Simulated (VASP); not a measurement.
# SiO2 (P4_2/mnm) in VASP: band structure with HSE06

Aim: the band structure of SiO2 with HSE06.

Program: VASP 6.6.1. These are calculated values, not measurements. Logs are shortened: lines on timing, memory, paths and dates and some standing lists are left out, and cuts for length are marked.

**1. The crystal as given**

The structure is tetragonal, space group P4_2/mnm (No. 136). The conventional cell has a = 4.192 Å, b = 4.192 Å, c = 2.683 Å, α = 90.00°, β = 90.00°, γ = 90.00°. Si (site symmetry mmm) has 6 O at 1.77 to 1.81 Å as nearest neighbours. O (site symmetry m2m) has 3 Si at 1.77 to 1.81 Å as nearest neighbours.

**2. Band structure, HSE06**

Input file POSCAR:

```
SiO2
1.0
    4.1922600000      0.0000000000      0.0000000000
    0.0000000000      4.1922600000      0.0000000000
    0.0000000000      0.0000000000      2.6825200000
Si O
2 4
Direct
    0.0000000000      0.0000000000      0.0000000000
    0.5000000000      0.5000000000      0.5000000000
    0.3058400000      0.3058400000      0.0000000000
    0.1941600000      0.8058400000      0.5000000000
    0.6941600000      0.6941600000      1.0000000000
    0.8058400000      0.1941600000      0.5000000000
```

Input file INCAR.step1:

```
SYSTEM = SiO2
PREC     = Accurate       ! precision mode
ENCUT    = 520            ! plane-wave cutoff, eV
EDIFF    = 1E-5           ! SCF threshold, eV
ISMEAR   = 0              ! smearing method
SIGMA    = 0.02           ! smearing width, eV
LREAL    = .False.        ! projectors in reciprocal space
LASPH    = .True.         ! aspherical terms in the spheres
NELM     = 80             ! most SCF steps
ALGO     = Normal         ! electronic algorithm
ISIF     = 2              ! what is computed and relaxed
LWAVE    = .True.         ! write WAVECAR
LCHARG   = .False.        ! write CHGCAR
NBANDS   = 25             ! bands
GGA      = PE             ! functional
```

Input file INCAR.step2:

```
SYSTEM = SiO2
PREC     = Accurate       ! precision mode
ENCUT    = 520            ! plane-wave cutoff, eV
EDIFF    = 1E-6           ! SCF threshold, eV
ISMEAR   = 0              ! smearing method
SIGMA    = 0.02           ! smearing width, eV
LREAL    = .False.        ! projectors in reciprocal space
LASPH    = .True.         ! aspherical terms in the spheres
NELM     = 80             ! most SCF steps
ALGO     = Normal         ! electronic algorithm
ISIF     = 2              ! what is computed and relaxed
LWAVE    = .False.        ! write WAVECAR
LCHARG   = .False.        ! write CHGCAR
GGA      = PE             ! functional
LHFCALC  = .True.         ! exact exchange
HFSCREEN = 0.2            ! screening, 1/A
PRECFOCK = Fast         
NBANDS   = 25             ! bands
ISTART   = 1
```

Input file KPOINTS:

```
regular mesh
0
Gamma
  4 4 6
  0 0 0
```

Input file KPOINTS_OPT:

```
path GXMGZRAZ,XR,MA
10
line-mode
reciprocal
 0.0000000000  0.0000000000  0.0000000000  G
 0.0000000000  0.5000000000  0.0000000000  X

 0.0000000000  0.5000000000  0.0000000000  X
 0.5000000000  0.5000000000  0.0000000000  M

 0.5000000000  0.5000000000  0.0000000000  M
 0.0000000000  0.0000000000  0.0000000000  G

 0.0000000000  0.0000000000  0.0000000000  G
 0.0000000000  0.0000000000  0.5000000000  Z

 0.0000000000  0.0000000000  0.5000000000  Z
 0.0000000000  0.5000000000  0.5000000000  R

 0.0000000000  0.5000000000  0.5000000000  R
 0.5000000000  0.5000000000  0.5000000000  A

 0.5000000000  0.5000000000  0.5000000000  A
 0.0000000000  0.0000000000  0.5000000000  Z

 0.0000000000  0.5000000000  0.0000000000  X
 0.0000000000  0.5000000000  0.5000000000  R

 0.5000000000  0.5000000000  0.0000000000  M
 0.5000000000  0.5000000000  0.5000000000  A
```

Potentials or basis: VASP PAW PBE potentials, release 64 (Si, O).

Started as:

```sh
cat potpaw_PBE.64/Si/POTCAR potpaw_PBE.64/O/POTCAR > POTCAR
cp INCAR.step1 INCAR
mpirun -np 1 vasp_std > vasp.out
cp INCAR.step2 INCAR
mpirun -np 1 vasp_std > vasp.out
```

OUTCAR:

```text
SYSTEM = SiO2
   PREC = Accurate
   ENCUT = 520
   EDIFF = 1E-6
   ISMEAR = 0
   LREAL = .False.
   LASPH = .True.
   NELM = 80
   ISIF = 2
   GGA = PE
   LHFCALC = .True.
   HFSCREEN = 0.2
   PRECFOCK = Fast
   ISTART = 1

 ion  position               nearest neighbor table
   1  0.000  0.000  0.000-   4 1.77   6 1.77   4 1.77   6 1.77   5 1.81   3 1.81
   2  0.500  0.500  0.500-   3 1.77   5 1.77   3 1.77   5 1.77   4 1.81   6 1.81
   3  0.306  0.306  0.000-   2 1.77   2 1.77   1 1.81
   4  0.194  0.806  0.500-   1 1.77   1 1.77   2 1.81
   5  0.694  0.694  0.000-   2 1.77   2 1.77   1 1.81
   6  0.806  0.194  0.500-   1 1.77   1 1.77   2 1.81

  LATTYP: Found a simple tetragonal cell.
 ALAT       =     4.1922600000
 C/A-ratio  =     0.6398744353

  Lattice vectors:

 A1 = (   4.1922600000,   0.0000000000,   0.0000000000)
 A2 = (   0.0000000000,   4.1922600000,   0.0000000000)
 A3 = (   0.0000000000,   0.0000000000,   2.6825200000)

Analysis of symmetry for initial positions (statically):
=====================================================================
 Subroutine PRICEL returns:
 Original cell was already a primitive cell.

 Routine SETGRP: Setting up the symmetry group for a
 simple tetragonal supercell.

 Subroutine GETGRP returns: Found 16 space group operations
 (whereof  8 operations were pure point group operations)
 out of a pool of 16 trial point group operations.

The static configuration has the point symmetry D_2h.
 The point group associated with its full space group is D_4h.

Analysis of symmetry for dynamics (positions and initial velocities):
=====================================================================
 Subroutine PRICEL returns:
 Original cell was already a primitive cell.

 Routine SETGRP: Setting up the symmetry group for a
 simple tetragonal supercell.

 Subroutine GETGRP returns: Found 16 space group operations
 (whereof  8 operations were pure point group operations)
 out of a pool of 16 trial point group operations.

The dynamic configuration has the point symmetry D_2h.
 The point group associated with its full space group is D_4h.

 Subroutine INISYM returns: Found 16 space group operations
 (whereof  8 operations are pure point group operations),
 and found     1 'primitive' translations

----------------------------------------------------------------------------------------

                                     Primitive cell

  volume of cell :      47.1454

  direct lattice vectors                    reciprocal lattice vectors
     4.192260000  0.000000000  0.000000000     0.238534824  0.000000000  0.000000000
     0.000000000  4.192260000  0.000000000     0.000000000  0.238534824  0.000000000
     0.000000000  0.000000000  2.682520000     0.000000000  0.000000000  0.372783800

  length of vectors
     4.192260000  4.192260000  2.682520000     0.238534824  0.238534824  0.372783800

  position of ions in fractional coordinates (direct lattice)
     0.000000000  0.000000000  0.000000000
     0.500000000  0.500000000  0.500000000
     0.305840000  0.305840000  0.000000000
     0.194160000  0.805840000  0.500000000
     0.694160000  0.694160000  0.000000000
     0.805840000  0.194160000  0.500000000

  ion indices of the primitive-cell ions
   primitive index   ion index
                 1           1
                 2           2
                 3           3
                 4           4
                 5           5
                 6           6

----------------------------------------------------------------------------------------

 KPOINTS: regular mesh

Automatic generation of k-mesh.
 Grid dimensions read from file:
 generate k-points for:    4    4    6

 Generating k-lattice:

  Cartesian coordinates                     Fractional coordinates (reciprocal lattice)
     0.059633706  0.000000000  0.000000000     0.250000000  0.000000000  0.000000000
     0.000000000  0.059633706  0.000000000     0.000000000  0.250000000  0.000000000
     0.000000000  0.000000000  0.062130633     0.000000000  0.000000000  0.166666667

  Length of vectors
     0.059633706  0.059633706  0.062130633

  Shift w.r.t. Gamma in fractional coordinates (k-lattice)
     0.000000000  0.000000000  0.000000000

 Subroutine IBZKPT returns following result:
 ===========================================

 Found     24 irreducible k-points:

 Following reciprocal coordinates:
            Coordinates               Weight
  0.000000  0.000000  0.000000      1.000000
  0.250000  0.000000  0.000000      4.000000
  0.500000  0.000000  0.000000      2.000000
  0.250000  0.250000  0.000000      4.000000
  0.500000  0.250000  0.000000      4.000000
  0.500000  0.500000  0.000000      1.000000
[... 16 lines left out ...]
  0.500000  0.250000  0.500000      4.000000
  0.500000  0.500000  0.500000      1.000000
   k-points           NKPTS =     24   k-points in BZ     NKDIM =     96   number of bands    NBANDS=     25
   number of dos      NEDOS =    301   number of ions     NIONS =      6
   total plane-waves  NPLWV =  20480
   dimension x,y,z NGX =    32 NGY =   32 NGZ =   20
   dimension x,y,z NGXF=    64 NGYF=   64 NGZF=   40
   ions per type =               2   4
   NGX,Y,Z   is equivalent  to a cutoff of  12.69, 12.69, 12.39 a.u.
   NGXF,Y,Z  is equivalent  to a cutoff of  25.38, 25.38, 24.79 a.u.
 SYSTEM =  SiO2
   PREC   = accura    normal or accurate (medium, high low for compatibility)
   ISTART =      1    job   : 0-new  1-cont  2-samecut
   ICHARG =      0    charge: 1-file 2-atom 10-const
   ISPIN  =      1    spin polarized calculation?
   LNONCOLLINEAR =      F non collinear calculations
   LSORBIT =      F    spin-orbit coupling
   LASPH  =      T    aspherical Exc in radial PAW
   ENCUT  =  520.0 eV  38.22 Ry    6.18 a.u.   7.79  7.79  4.99*2*pi/ulx,y,z
   NELM   =     80;   NELMIN=  2; NELMDL=  0     # of ELM steps
   EDIFF  = 0.1E-05   stopping-criterion for ELM
   LREAL  =      F    real-space projection
   EDIFFG = 0.1E-04   stopping-criterion for IOM
   NSW    =      0    number of steps for IOM
   IBRION =     -1    ionic relax: 0-MD 1-quasi-New 2-CG
   NFREE  =      0    steps in history (QN), initial steepest desc. (CG)
   ISIF   =      2    stress and relaxation
   ISYM   =      3    0-nonsym 1-usesym 2-fastsym
   POTIM  = 0.5000    time-step for ionic-motion
   TEBEG  =    0.0;   TEEND  =   0.0 temperature during run
   PSTRESS=    0.0 pullay stress
   NELECT =      32.0000    total number of electrons
   NUPDOWN=      -1.0000    fix difference up-down
   EMIN   =  10.00;   EMAX   =-10.00  energy-range for DOS
   EFERMI =   0.00;   METHOD = LEGACY
   ISMEAR =     0;   SIGMA  =   0.02  broadening in eV -4-tet -1-fermi 0-gaus
   EFERMI_NEDOS =   21; number of points for ismear=-14 and -15
   IALGO  =     38    algorithm
   IMIX   =      1    mixing-type and parameters
     AMIX     =   0.40;   BMIX     =  1.00
     AMIX_MAG =   1.60;   BMIX_MAG =  1.00
  volume/ion in A,a.u.               =       7.86        53.03
  Fermi-wavevector in a.u.,A,eV,Ry     =   1.438727  2.718800 28.163176  2.069935
  Thomas-Fermi vector in A             =   2.557662
   LORBIT       =      0    0 simple, 1 ext, 2 COOP (PROOUT), +10 PAW based schemes
   GGA     = PE    functional components
   LHFCALC =     T    Hartree Fock is set to
   PRECFOCK=fast      Normal, Fast or Accurate (Low or Medium for compatibility)
   ENCUT4O =  -1.0   cutoff for four orbital integrals eV
   NKREDX  =     1    reduce k-point grid by
   NKREDY  =     1    reduce k-point grid by
   NKREDZ  =     1    reduce k-point grid by
   AEXX    =    0.2500 exact exchange contribution
   HFSCREEN=    0.2000 screening length (either q_TF or 0.3 A-1)
   HFSCREENC=   0.2000 screening length for correlation (either q_TF or 0.3 A-1)
   ENCUTFOCK=  -1.0 apply spherical cutoff to Coloumb kernel
   IVDW    =     0    specifies the selected vdW correction
   LEPSILON=     F    determine dielectric tensor
   LRPA    =     F    only Hartree local field effects (RPA)
 non-spin polarized calculation
 Gauss-broadening in eV      SIGMA  =   0.02
  energy-cutoff  :      520.00
  volume of cell :       47.15
 maximum number of plane-waves:      1284
 NGX is ok and might be reduce to    32
  NGX = 18; NGY = 18; NGZ = 12

 number of electron      31.9999976 magnetization

 Free energy of the ion-electron system (eV)
  ---------------------------------------------------
  ext. energy  EPLUGINS =         0.00000000
  ---------------------------------------------------
  free energy    TOTEN  =       -57.40201794 eV

  energy without entropy =      -57.40201794  energy(sigma->0) =      -57.40201794

 E-fermi :   6.7852     XC(G=0):  -9.9716

 val. band max:        6.6739961831   @ k =   0.0000   0.0000   0.0000
 cond. band min:      14.1579318633   @ k =   0.0000   0.0000   0.0000
 fundamental gap:      7.4839356803
 Fermi energy:         6.7851770780

 k-point     1 :       0.0000    0.0000    0.0000
  band No.  band energies     occupation
      1     -17.4136      2.00000
      2     -13.6668      2.00000
      3     -13.6668      2.00000
      4     -13.3746      2.00000
      5      -4.6719      2.00000
      6       0.0591      2.00000
[... 17 lines left out ...]
     24      23.4423      0.00000
     25      24.9970      0.00000

 k-point     2 :       0.2500    0.0000    0.0000
  band No.  band energies     occupation
      1     -17.0737      2.00000
      2     -14.7780      2.00000
      3     -13.5009      2.00000
      4     -12.9575      2.00000
      5      -4.1932      2.00000
      6      -1.2903      2.00000
[... 17 lines left out ...]
     24      22.5686      0.00000
     25      24.4386      0.00000

 k-point     3 :       0.5000    0.0000    0.0000
  band No.  band energies     occupation
      1     -16.1181      2.00000
      2     -16.1181      2.00000
      3     -13.1301      2.00000
      4     -13.1301      2.00000
      5      -2.9769      2.00000
      6      -2.9769      2.00000
[... 552 lines left out ...]
 k-point    23 :       0.5000    0.2500    0.5000
  band No.  band energies     occupation
      1     -14.3203      2.00000
      2     -14.3203      2.00000
      3     -13.1022      2.00000
      4     -13.1022      2.00000
      5      -3.9791      2.00000
      6      -3.9791      2.00000
[... 17 lines left out ...]
     24      22.5283      0.00000
     25      24.6046      0.00000

 k-point    24 :       0.5000    0.5000    0.5000
  band No.  band energies     occupation
      1     -14.2822      2.00000
      2     -14.2822      2.00000
      3     -13.0740      2.00000
      4     -13.0740      2.00000
      5      -4.5145      2.00000
      6      -4.5145      2.00000
[... 17 lines left out ...]
     24      22.8835      0.00000
     25      24.9610      0.00000

------------------------ aborting loop because EDIFF is reached ----------------------------------------

  FORCE on cell =-STRESS in cart. coord.  units (eV):
  Direction    XX          YY          ZZ          XY          YZ          ZX
  --------------------------------------------------------------------------------------
  -------------------------------------------------------------------------------------
  Total       -1.2597510     -1.2597510     -1.9790469     -0.0000000      0.0000000      0.0000000
  in kB      -42.8110532    -42.8110532    -67.2554186     -0.0000000      0.0000000      0.0000000
  external PRESSURE =     -50.9591750 kB  Pullay stress =       0.0000000 kB

 VOLUME and BASIS-vectors are now :
 -----------------------------------------------------------------------------
  energy-cutoff  :      520.00
  volume of cell :       47.15
      direct lattice vectors                 reciprocal lattice vectors
     4.192260000  0.000000000  0.000000000     0.238534824  0.000000000  0.000000000
     0.000000000  4.192260000  0.000000000     0.000000000  0.238534824  0.000000000
     0.000000000  0.000000000  2.682520000     0.000000000  0.000000000  0.372783800

 POSITION                                       TOTAL-FORCE (eV/Angst)
 -----------------------------------------------------------------------------------
      0.00000      0.00000      0.00000        -0.000000     -0.000000      0.000000
      2.09613      2.09613      1.34126        -0.000000     -0.000000      0.000000
      1.28216      1.28216      0.00000         0.092783      0.092783      0.000000
      0.81397      3.37829      1.34126        -0.092783      0.092783      0.000000
      2.91010      2.91010      0.00000        -0.092783     -0.092783      0.000000
      3.37829      0.81397      1.34126         0.092783     -0.092783      0.000000
 -----------------------------------------------------------------------------------
    total drift:                               -0.000008     -0.000008     -0.000002

  FREE ENERGIE OF THE ION-ELECTRON SYSTEM (eV)
  ---------------------------------------------------
  free  energy   TOTEN  =       -57.4020179385 eV

  energy  without entropy=      -57.4020179385  energy(sigma->0) =      -57.40201794
```

It took 76 min on 1 thread of Intel Xeon Platinum 8488C (Sapphire Rapids), shared host; peak memory 0.33 GiB.

What came out:

```yaml
Free_energy: -57.4020 eV
Pressure: -5.1 GPa
Largest_force: 0.131 eV/Å
Band_gap_on_the_k_mesh: 7.48 eV, direct
Band_gap_along_the_path: 7.48 eV, direct
```

Forces on the atoms (eV/Å):
```
Si   0.000  0.000  0.000
Si   0.000  0.000  0.000
O    0.093  0.093  0.000
O   -0.093  0.093  0.000
O   -0.093 -0.093  0.000
O    0.093 -0.093  0.000
```

Stress tensor (GPa, compression positive):
```
-4.28  0.00  0.00
 0.00 -4.28  0.00
 0.00  0.00 -6.73
```

Levels at the corners of the path, in eV from the valence-band top:
| point | band 12 | band 13 | band 14 | band 15 | band 16 | band 17 | band 18 | band 19 | band 20 | band 21 |
| --- | --- | --- | --- | --- | --- | --- | --- | --- | --- | --- |
| Γ | -3.05 | -2.41 | -0.81 | -0.81 | 0.00 | 7.48 | 8.67 | 10.48 | 10.48 | 13.16 |
| X | -3.98 | -2.58 | -2.58 | -1.06 | -1.06 | 9.76 | 9.76 | 11.10 | 11.10 | 13.23 |
| X | -3.98 | -2.58 | -2.58 | -1.06 | -1.06 | 9.76 | 9.76 | 11.10 | 11.10 | 13.23 |
| M | -3.19 | -2.70 | -2.70 | -2.38 | -2.38 | 9.46 | 9.46 | 12.15 | 12.15 | 15.52 |
| M | -3.19 | -2.70 | -2.70 | -2.38 | -2.38 | 9.46 | 9.46 | 12.15 | 12.15 | 15.52 |
| Γ | -3.05 | -2.41 | -0.81 | -0.81 | 0.00 | 7.48 | 8.67 | 10.48 | 10.48 | 13.16 |
| Γ | -3.05 | -2.41 | -0.81 | -0.81 | 0.00 | 7.48 | 8.67 | 10.48 | 10.48 | 13.16 |
| Z | -4.61 | -3.20 | -3.20 | -2.80 | -2.80 | 11.26 | 11.26 | 14.87 | 14.88 | 15.11 |
| Z | -4.61 | -3.20 | -3.20 | -2.80 | -2.80 | 11.26 | 11.26 | 14.87 | 14.88 | 15.11 |
| R | -4.02 | -2.24 | -2.24 | -1.83 | -1.83 | 10.90 | 10.90 | 11.97 | 11.97 | 14.43 |
| R | -4.02 | -2.24 | -2.24 | -1.83 | -1.83 | 10.90 | 10.90 | 11.97 | 11.97 | 14.43 |
| A | -4.46 | -1.77 | -1.77 | -1.64 | -1.64 | 9.19 | 9.19 | 13.15 | 13.15 | 13.86 |
| A | -4.46 | -1.77 | -1.77 | -1.64 | -1.64 | 9.19 | 9.19 | 13.15 | 13.15 | 13.86 |
| Z | -4.61 | -3.20 | -3.20 | -2.80 | -2.80 | 11.26 | 11.26 | 14.87 | 14.88 | 15.11 |
| X | -3.98 | -2.58 | -2.58 | -1.06 | -1.06 | 9.76 | 9.76 | 11.10 | 11.10 | 13.23 |
| R | -4.02 | -2.24 | -2.24 | -1.83 | -1.83 | 10.90 | 10.90 | 11.97 | 11.97 | 14.43 |
| M | -3.19 | -2.70 | -2.70 | -2.38 | -2.38 | 9.46 | 9.46 | 12.15 | 12.15 | 15.52 |
| A | -4.46 | -1.77 | -1.77 | -1.64 | -1.64 | 9.19 | 9.19 | 13.15 | 13.15 | 13.86 |

Caveat: the PAW data sets were made with another functional, which shifts forces and pressure a little.
